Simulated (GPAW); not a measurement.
**free-standing triangular Cr monolayer, spacing 2.867 A: a ladder in the smearing**

Two starts of free-standing triangular Cr monolayer, spacing 2.867 A are run at each rung of the smearing. Which rung is enough?

Main program and level: GPAW 26.7.0; PBE; plane waves with GPAW's PAW setups, scalar-relativistic.

Report form: the programs' logs are mostly left out.

### Step 1. The starting structure

The cell holds 1 atom: 1 Cr. Cell: a = 2.867 Å, b = 2.867 Å, c = 14.000 Å, α = 90.0°, β = 90.0°, γ = 120.0°. model lattice. Vacuum lies along c.

Structure file:

```
Cr
1.0
     2.86700    0.00000    0.00000
    -1.43350    2.48290    0.00000
     0.00000    0.00000   14.00000
Cr
1
Direct
  0.00000 0.00000 0.50000
```

### Step 2. Rung 1 (width 0.4 eV), start ferro +

A wide smearing converges easily but acts like a high temperature on the moments; each rung narrows it.

Input file order1.py:

```python
import json
import numpy as np
from ase import Atoms
from ase.parallel import paropen, parprint
from gpaw import GPAW

atoms = Atoms(['Cr'],
    cell=[[2.867, 0.0, 0.0],
         [-1.4335, 2.482895, 0.0],
         [0.0, 0.0, 14.0]],
    scaled_positions=[[0.0, 0.0, 0.5]],
    pbc=True,
    magmoms=[2.5])
atoms.calc = GPAW(mode={'name': 'pw', 'ecut': 550},
    xc='PBE',
    kpts={'size': (12, 12, 1), 'gamma': True},
    occupations={'name': 'fermi-dirac', 'width': 0.4},
    convergence={'density': 1e-05, 'energy': 1e-05},
    maxiter=200,
    symmetry={'tolerance': 1e-4},
    txt='order1.txt')
e = atoms.get_potential_energy(force_consistent=True)
res = {'free_energy': e, 'energy_sigma0': atoms.get_potential_energy(), 'fermi_energy': atoms.calc.get_fermi_level()}
res['moments'] = atoms.get_magnetic_moments().tolist()
res['total'] = atoms.get_magnetic_moment()
parprint('site moments (muB):', np.round(res['moments'], 3))
parprint(f"total moment: {res['total']:.3f} muB")
parprint(f'free energy: {e:.6f} eV')
atoms.calc.write('order1.gpw')
with paropen('results.json', 'w') as f:
    json.dump(res, f)
```

On the command line:

```
$ OMP_NUM_THREADS=1 python3 order1.py > order1.log
```

Elapsed: 18 s, on 1 MPI rank of Intel Xeon Platinum 8488C (Sapphire Rapids), shared host; peak memory 0.2 GiB.

Read from the output:

```yaml
magnetization: 3.992 μB
final_state: ferromagnetic
largest_moment: 3.199 μB
```

After 16 cycles the largest moment stands at 3.20 μB.

### Step 3. Rung 1 (width 0.4 eV), start antiferro q=(0,1/2,0) +-

The second start gives the energy difference between the two end states, the quantity that is followed up the ladder. Its q is in fractions of the reciprocal vectors of the first run's cell.

order2.py is the script of step 2 with these lines changed:

```diff
@@ -6,12 +6,13 @@
 
-atoms = Atoms(['Cr'],
+atoms = Atoms(['Cr', 'Cr'],
     cell=[[2.867, 0.0, 0.0],
-         [-1.4335, 2.482895, 0.0],
+         [-2.867, 4.96579, 0.0],
          [0.0, 0.0, 14.0]],
-    scaled_positions=[[0.0, 0.0, 0.5]],
+    scaled_positions=[[0.0, 0.0, 0.5],
+         [0.0, 0.5, 0.5]],
     pbc=True,
-    magmoms=[2.5])
+    magmoms=[2.5, -2.5])
 atoms.calc = GPAW(mode={'name': 'pw', 'ecut': 550},
     xc='PBE',
-    kpts={'size': (12, 12, 1), 'gamma': True},
+    kpts={'size': (12, 6, 1), 'gamma': True},
     occupations={'name': 'fermi-dirac', 'width': 0.4},
@@ -20,3 +21,3 @@
     symmetry={'tolerance': 1e-4},
-    txt='order1.txt')
+    txt='order2.txt')
 e = atoms.get_potential_energy(force_consistent=True)
@@ -28,3 +29,3 @@
 parprint(f'free energy: {e:.6f} eV')
-atoms.calc.write('order1.gpw')
+atoms.calc.write('order2.gpw')
 with paropen('results.json', 'w') as f:
```

On the command line:

```
$ OMP_NUM_THREADS=1 python3 order2.py > order2.log
```

Wall time 1.7 min (1 MPI rank); peak memory 0.36 GiB.

Read from the output:

| Property | Result |
| --- | --- |
| magnetization | 0 μB |
| final state | antiferromagnetic |
| largest moment | 3.393 μB |

This start lies -289.3 meV a seeded atom from the first; its largest moment is 3.39 μB.

### Step 4. Rung 2 (width 0.2 eV), start ferro +

order1.py is the script of step 2 with these lines changed:

```diff
@@ -16,3 +16,3 @@
     kpts={'size': (12, 12, 1), 'gamma': True},
-    occupations={'name': 'fermi-dirac', 'width': 0.4},
+    occupations={'name': 'fermi-dirac', 'width': 0.2},
     convergence={'density': 1e-05, 'energy': 1e-05},
```

On the command line:

```
$ OMP_NUM_THREADS=1 python3 order1.py > order1.log
```

Run time: 19 s. Hardware: 1 MPI rank; peak memory 0.2 GiB.

Numbers from this step:

* magnetization: 4.405 μB
* final state: ferromagnetic
* largest moment: 3.484 μB

The largest moment moves by +0.28 μB from rung 1, at 1.0 times its CPU time.

### Step 5. Rung 2 (width 0.2 eV), start antiferro q=(0,1/2,0) +-

order2.py is the script of step 3 with these lines changed:

```diff
@@ -17,3 +17,3 @@
     kpts={'size': (12, 6, 1), 'gamma': True},
-    occupations={'name': 'fermi-dirac', 'width': 0.4},
+    occupations={'name': 'fermi-dirac', 'width': 0.2},
     convergence={'density': 1e-05, 'energy': 1e-05},
```

On the command line:

```
$ OMP_NUM_THREADS=1 python3 order2.py > order2.log
```

The job ended after 80 s (1 MPI rank; peak memory 0.36 GiB).

This step gave:

```
magnetization  : 0 μB
final state    : antiferromagnetic
largest moment : 3.581 μB
```

This start lies -364.0 meV a seeded atom from the first, a change of -74.7 meV since rung 1; its largest moment is 3.58 μB.

### Step 6. Rung 3 (width 0.1 eV), start ferro +

order1.py is the script of step 4 with these lines changed:

```diff
@@ -16,3 +16,3 @@
     kpts={'size': (12, 12, 1), 'gamma': True},
-    occupations={'name': 'fermi-dirac', 'width': 0.2},
+    occupations={'name': 'fermi-dirac', 'width': 0.1},
     convergence={'density': 1e-05, 'energy': 1e-05},
```

On the command line:

```
$ OMP_NUM_THREADS=1 python3 order1.py > order1.log
```

The job ended after 16 s (1 MPI rank; peak memory 0.2 GiB).

Numbers from this step:

```
magnetization  : 4.452 μB
final state    : ferromagnetic
largest moment : 3.518 μB
```

The largest moment moves by +0.03 μB from rung 2, at 0.88 times its CPU time.

### Step 7. Rung 3 (width 0.1 eV), start antiferro q=(0,1/2,0) +-

order2.py is the script of step 5 with these lines changed:

```diff
@@ -17,3 +17,3 @@
     kpts={'size': (12, 6, 1), 'gamma': True},
-    occupations={'name': 'fermi-dirac', 'width': 0.2},
+    occupations={'name': 'fermi-dirac', 'width': 0.1},
     convergence={'density': 1e-05, 'energy': 1e-05},
```

On the command line:

```
$ OMP_NUM_THREADS=1 python3 order2.py > order2.log
```

The job ended after 79 s (1 MPI rank; peak memory 0.36 GiB).

This step gave:

* magnetization: 0 μB
* final state: antiferromagnetic
* largest moment: 3.611 μB

This start lies -385.5 meV a seeded atom from the first, a change of -21.5 meV since rung 2; its largest moment is 3.61 μB.

### Step 8. Rung 4 (width 0.05 eV), start ferro +

order1.py is the script of step 6 with these lines changed:

```diff
@@ -16,3 +16,3 @@
     kpts={'size': (12, 12, 1), 'gamma': True},
-    occupations={'name': 'fermi-dirac', 'width': 0.1},
+    occupations={'name': 'fermi-dirac', 'width': 0.05},
     convergence={'density': 1e-05, 'energy': 1e-05},
```

On the command line:

```
$ OMP_NUM_THREADS=1 python3 order1.py > order1.log
```

The job ended after 18 s (1 MPI rank; peak memory 0.2 GiB).

Read from the output:

| Item | Value |
| --- | --- |
| magnetization | 4.482 μB |
| final state | ferromagnetic |
| largest moment | 3.538 μB |

The largest moment moves by +0.02 μB from rung 3, at 1.1 times its CPU time.

### Step 9. Rung 4 (width 0.05 eV), start antiferro q=(0,1/2,0) +-

order2.py is the script of step 7 with these lines changed:

```diff
@@ -17,3 +17,3 @@
     kpts={'size': (12, 6, 1), 'gamma': True},
-    occupations={'name': 'fermi-dirac', 'width': 0.1},
+    occupations={'name': 'fermi-dirac', 'width': 0.05},
     convergence={'density': 1e-05, 'energy': 1e-05},
```

On the command line:

```
$ OMP_NUM_THREADS=1 python3 order2.py > order2.log
```

It took 85 s on 1 MPI rank; peak memory 0.36 GiB.

Numbers from this step:

```
magnetization  : 0 μB
final state    : antiferromagnetic
largest moment : 3.622 μB
```

This start lies -393.0 meV a seeded atom from the first, a change of -7.5 meV since rung 3; its largest moment is 3.62 μB.

### Step 10. Rung 5 (width 0.02 eV), start ferro +

order1.py is the script of step 8 with these lines changed:

```diff
@@ -16,3 +16,3 @@
     kpts={'size': (12, 12, 1), 'gamma': True},
-    occupations={'name': 'fermi-dirac', 'width': 0.05},
+    occupations={'name': 'fermi-dirac', 'width': 0.02},
     convergence={'density': 1e-05, 'energy': 1e-05},
```

On the command line:

```
$ OMP_NUM_THREADS=1 python3 order1.py > order1.log
```

Run time: 18 s. Hardware: 1 MPI rank; peak memory 0.2 GiB.

Read from the output:

| Item | Value |
| --- | --- |
| magnetization | 4.517 μB |
| final state | ferromagnetic |
| largest moment | 3.561 μB |

The largest moment moves by +0.02 μB from rung 4, at 1.0 times its CPU time.

### Step 11. Rung 5 (width 0.02 eV), start antiferro q=(0,1/2,0) +-

order2.py is the script of step 9 with these lines changed:

```diff
@@ -17,3 +17,3 @@
     kpts={'size': (12, 6, 1), 'gamma': True},
-    occupations={'name': 'fermi-dirac', 'width': 0.05},
+    occupations={'name': 'fermi-dirac', 'width': 0.02},
     convergence={'density': 1e-05, 'energy': 1e-05},
```

On the command line:

```
$ OMP_NUM_THREADS=1 python3 order2.py > order2.log
```

Elapsed: 83 s, on 1 MPI rank; peak memory 0.35 GiB.

Numbers from this step:

- magnetization: 0 μB
- final state: antiferromagnetic
- largest moment: 3.631 μB

This start lies -395.9 meV a seeded atom from the first, a change of -2.9 meV since rung 4; its largest moment is 3.63 μB.

### Step 12. Side by side

Ladder, by row:

```csv
rung,smearing (eV),state from the first start,state from the second start,second less first (meV a seeded atom),"moment, first (μB)","moment, second (μB)",CPU time (s)
1,0.4,ferromagnetic,antiferromagnetic,-289.3,3.199,3.393,118.8
2,0.2,ferromagnetic,antiferromagnetic,-364,3.484,3.581,97.94
3,0.1,ferromagnetic,antiferromagnetic,-385.5,3.518,3.611,94.91
4,0.05,ferromagnetic,antiferromagnetic,-393,3.538,3.622,102.4
5,0.02,ferromagnetic,antiferromagnetic,-395.9,3.561,3.631,100.8
```

### Step 13. What came out

| Property | Result |
| --- | --- |
| range of the moment in the table, second start | 3.39 to 3.63 μB |
| range of CPU time | 95 s to 2 min |
| range of the energy difference | -396 to -289 meV a seeded atom |
| first rung from which all stay within 20 meV of the last | 3 |

What this shows: From rung 3 on the result stays within 10 meV of the last rung, inside the margin of 20 meV set for it, at 94 % of the last rung's cost. The second start ends lower on every rung of the table; whether functional and cell give the true order is another question. The mesh stays the same, and a narrow smearing needs a finer one, so the last rung is no sure reference.

[Logs and program files are shortened in this print: banners, set-up blocks, solver, clock and traceback lines can be left out without a mark of their own.]

[Logs are printed without paths, hosts, clocks, repeated set-up lines and the standing remarks that a program may print on its own settings, such as how far it seeks lower states.]

[Hosts, paths, dates, database ids (printed as entryN), source tags and the programs' standing remarks are cut or masked in the printed files.]

[Where a cell is said to come from a database of computed structures, the database is the Materials Project.]
